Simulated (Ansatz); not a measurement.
Molecular dynamics on a 2×3×1 supercell (24 atoms) of BN (P6_3/mmc), relaxed with r2SCAN+rVV10. Forces come from PBEsol in Ansatz 0.2.0: a Langevin thermostat at fixed volume, 800 K, steps of 3 fs. Computed, non-magnetic; the trajectory is short and the cell small, so nothing here is a converged average.

```yaml
crystal:
  lattice:
    - [5.0011652085, 0.0, 0.0]
    - [-3.7508739063, 6.4967041786, 0.0]
    - [0.0, 0.0, 6.5236361402]
  atoms:
    - { symbol: B, position: [0.1666666667, 0.2222222222, 0.25] }
    - { symbol: B, position: [0.3333333333, 0.1111111111, 0.75] }
    - { symbol: "N", position: [0.1666666667, 0.2222222222, 0.75] }
    - { symbol: "N", position: [0.3333333333, 0.1111111111, 0.25] }
    - { symbol: B, position: [0.1666666667, 0.5555555556, 0.25] }
    - { symbol: B, position: [0.3333333333, 0.4444444444, 0.75] }
    - { symbol: "N", position: [0.1666666667, 0.5555555556, 0.75] }
    - { symbol: "N", position: [0.3333333333, 0.4444444444, 0.25] }
    - { symbol: B, position: [0.1666666667, 0.8888888889, 0.25] }
    - { symbol: B, position: [0.3333333333, 0.7777777778, 0.75] }
    - { symbol: "N", position: [0.1666666667, 0.8888888889, 0.75] }
    - { symbol: "N", position: [0.3333333333, 0.7777777778, 0.25] }
    - { symbol: B, position: [0.6666666667, 0.2222222222, 0.25] }
    - { symbol: B, position: [0.8333333333, 0.1111111111, 0.75] }
    - { symbol: "N", position: [0.6666666667, 0.2222222222, 0.75] }
    - { symbol: "N", position: [0.8333333333, 0.1111111111, 0.25] }
    - { symbol: B, position: [0.6666666667, 0.5555555556, 0.25] }
    - { symbol: B, position: [0.8333333333, 0.4444444444, 0.75] }
    - { symbol: "N", position: [0.6666666667, 0.5555555556, 0.75] }
    - { symbol: "N", position: [0.8333333333, 0.4444444444, 0.25] }
    - { symbol: B, position: [0.6666666667, 0.8888888889, 0.25] }
    - { symbol: B, position: [0.8333333333, 0.7777777778, 0.75] }
    - { symbol: "N", position: [0.6666666667, 0.8888888889, 0.75] }
    - { symbol: "N", position: [0.8333333333, 0.7777777778, 0.25] }
kpoints:
  mp_grid: { grid: [4, 2, 2] }
hamiltonian:
  xc: pbesol
scf:
  occupations: { method: fermi_dirac, width: 0.069 }
md:
  ensemble: nvt_langevin
  temperature: 800
  timestep: 3.0
  n_steps: 40
  initial_velocities: maxwell_boltzmann
  seed: 2252
```

Command: `ansatz run input.yaml --threads 4 --pin off --max-ram 3686MiB --backend cpu --events-out ev --progress --plain --runs-dir out`. It took 3.6 min on 4 threads of Arm Neoverse N1 (shared host); peak host memory 0.69 GiB.

```tsv
step	t (fs)	T (K)	free energy F from step 0 (meV/atom)	kinetic energy (meV/atom)	largest force (eV/Å)
0	0	767	0.0	99.1	0.00
1	3	475	33.8	61.5	5.66
2	6	247	70.2	32.0	8.09
3	9	339	55.6	43.8	4.43
4	12	405	46.5	52.3	2.81
5	15	352	61.9	45.5	4.75
6	18	334	70.1	43.2	4.31
7	21	503	55.5	65.0	3.72
8	24	608	44.4	78.6	3.56
9	27	486	62.3	62.8	6.67
10	30	423	76.5	54.7	6.37
11	33	474	69.5	61.2	4.28
12	36	490	73.9	63.4	4.29
13	39	406	87.9	52.5	5.34
14	42	464	83.6	60.0	5.16
15	45	599	77.3	77.5	4.53
16	48	690	76.7	89.2	5.91
17	51	663	77.2	85.7	3.98
18	54	549	95.0	70.9	5.07
19	57	488	110.3	63.1	5.38
20	60	450	114.7	58.2	5.41
21	63	542	106.8	70.0	5.18
22	66	691	91.1	89.3	4.41
23	69	786	89.5	101.6	4.87
24	72	777	97.9	100.5	6.37
25	75	806	91.7	104.2	6.54
26	78	752	94.2	97.1	5.01
27	81	677	106.0	87.5	5.85
28	84	623	114.6	80.6	4.58
29	87	633	118.0	81.8	4.85
30	90	725	105.1	93.8	4.84
31	93	815	87.4	105.3	4.69
32	96	803	84.4	103.8	4.58
33	99	795	79.6	102.8	4.59
34	102	701	79.9	90.7	3.82
35	105	630	92.9	81.4	4.26
36	108	593	97.5	76.6	4.52
37	111	645	84.0	83.4	4.54
38	114	666	74.3	86.1	4.50
39	117	753	76.4	97.4	5.11
40	120	660	89.3	85.3	4.43
```

The temperature starts at 767 K, is lowest at step 2 (247 K, 6 fs) and ends at 660 K. The atoms start on their lattice sites with kinetic energy alone, so much of it first passes into potential energy. By the last step the atoms have moved 0.22 Å in the root mean square, the drift of the whole cell taken out, 0.30 Å at most.

Positions (Å) and forces (eV/Å) at step 40:
```
B   -0.118   1.638   1.704     0.765  -2.374   0.352
B    1.410   0.670   4.818    -0.351   1.947   0.943
N    0.126   1.385   4.923     1.810   1.455   0.123
N    1.112   0.845   1.660     1.437   2.392   0.834
B   -1.279   3.856   1.580    -2.159  -2.083   1.343
B    0.218   2.907   4.916    -0.939  -2.290  -1.338
N   -1.038   3.599   4.829    -1.175  -0.601   0.923
N   -0.079   3.055   1.652    -0.589   1.147  -0.478
B   -2.696   5.907   1.616     1.729   1.822   0.325
B   -1.059   5.022   4.781     0.383   0.480   0.298
N   -2.320   5.745   4.832     1.723   0.203  -0.541
N   -1.359   5.274   1.714    -2.978  -2.238  -0.974
B    2.445   1.660   1.869    -1.521  -2.713  -1.737
B    3.843   0.651   4.916     3.917   1.629  -0.402
N    2.714   1.426   4.880    -4.412   0.103   0.425
N    3.677   0.855   1.879    -1.346   1.977  -0.587
B    1.145   3.785   1.595     0.619   0.050   0.061
B    2.672   2.857   4.930     1.420   0.713  -1.741
N    1.456   3.609   4.666     0.175  -1.088   1.540
N    2.417   3.074   1.677     0.891   1.423  -0.246
B   -0.162   5.922   1.665     1.608   3.047   0.575
B    1.498   5.038   4.719    -3.188   0.257   0.548
N    0.181   5.770   4.795     0.366  -2.662  -0.277
N    1.058   5.247   1.510     1.815  -2.596   0.032
```
